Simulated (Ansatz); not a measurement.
Sr: changing the functional

It takes space group Fm-3m (No. 225, cubic). Conventional cell: a = 6.085 Å, b = 6.085 Å, c = 6.085 Å, α = 90.00°, β = 90.00°, γ = 90.00°. Sr (site symmetry m-3m) has 12 Sr at 4.30 Å as nearest neighbours.

Kept alike: task band structure; k mesh 8 × 8 × 8; occupations fermi-dirac, width 0.05 eV; no spin polarisation. Program: Ansatz, all-electron LAPW, scalar-relativistic. The mesh is that of the run's cell of 1 atom. No spin-orbit coupling.

```csv
functional,pressure (GPa)
LDA,-1.61
PBE,-0.32
PBEsol,-0.90
```

Pressure is positive in compression. For a metal such a mesh leaves the last digits unconverged.

**Question.** What does the functional change here?

**Answer.** The pressure runs from -1.61 (LDA) to -0.32 GPa (PBE). From PBE: LDA -1.29; PBEsol -0.58.
